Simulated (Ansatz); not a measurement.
**AlN (rocksalt type): how the settings move a single-point run**

Question: which choices in the input matter for AlN (rocksalt type)?

Method: reference: DFT, PBE, all-electron LAPW, scalar-relativistic, in Ansatz 0.2.0.

1 further run of the same task is left out (set aside as unsound or not needed).

### Step 1. The starting structure

It takes space group I4/mmm (No. 139, tetragonal). Conventional cell: a = 2.792 Å, b = 2.792 Å, c = 4.071 Å, α = 90.00°, β = 90.00°, γ = 90.00°. Al (site symmetry 4/mmm) is surrounded by 6 N at 1.97 to 2.04 Å. N (site symmetry 4/mmm) is surrounded by 6 Al at 1.97 to 2.04 Å.

Structure file:

```
CELL_PARAMETERS angstrom
0.00000 1.97420 2.03525
1.97420 0.00000 2.03525
1.97420 1.97420 0.00000
ATOMIC_POSITIONS crystal
Al 0.00000 0.00000 0.00000
N 0.50000 0.50000 0.50000
```

### Step 2. Baseline

Input file input.yaml:

```yaml
crystal:
  lattice:
    - [0.0, 1.9741967065, 2.0352543366]
    - [1.9741967065, 0.0, 2.0352543366]
    - [1.9741967065, 1.9741967065, 0.0]
  atoms:
    - { symbol: Al, position: [0.0, 0.0, 0.0] }
    - { symbol: "N", position: [0.5, 0.5, 0.5] }
kpoints:
  mp_grid: { grid: [14, 14, 14] }
scf:
  occupations: { method: fermi_dirac, width: 0.03 }
hamiltonian:
  xc: pbe
  pseudopotentials: { kind: all_electron, lapw: { basis_error: 0.00025 } }
output:
  forces: true
  stress: true
  eigenvalues: true
```

On the command line:

```sh
ansatz run input.yaml --threads 1 --pin off --max-ram 2048MiB --backend cpu --events-out ev --progress --plain --runs-dir out
```

### Step 3. Variant: mp_grid.grid [5, 5, 5], spin_polarized true

input.yaml: that of step 2 with these lines changed.

```diff
@@ -9,3 +9,3 @@
 kpoints:
-  mp_grid: { grid: [14, 14, 14] }
+  mp_grid: { grid: [5, 5, 5] }
 scf:
@@ -19 +19,3 @@
   eigenvalues: true
+magnetization:
+  spin_polarized: true
```

Before running it: what results should come out? Wanted: for each run, ending; energy change; pressure; gap; force.

As calculated:

```
                                           run     ending  energy change  pressure (GPa)  gap (eV)  force (eV/Å)  cycles   time
                                     reference  converged              0            17.8      4.80          0.00       7   31 s
1: mp_grid.grid [5, 5, 5], spin_polarized true  converged  +9.8 meV/atom            17.8      5.36          0.00       7  4.2 s
```

Residual by cycle in the longest SCF loop of each run; runs are numbered as in the table. The quantity is the density residual dr2, in eV.

```
cycle  reference    run 1
    1       3.42     3.44
    2     0.0373    0.453
    3     0.0275    0.032
    4     9.6e-5   1.8e-4
    5     1.7e-6   2.8e-6
    6     5.9e-8   1.6e-8
    7    3.2e-10  3.7e-10
```

**Reading.** Changing the k-point mesh and spin polarisation moves the energy by +9.8 meV/atom, and the gap on the mesh goes from 4.80 to 5.36 eV. A gap read on a mesh depends on which points the mesh holds, and a coarse mesh shifts the density too. Cost: 4.2 s against 31 s. The structure is not at rest: the sound run finds 18 GPa, so these are no properties of the relaxed crystal. 

These are semilocal Kohn-Sham gaps, which aren't the measured quantity. Such gaps usually fall short of the measured ones.
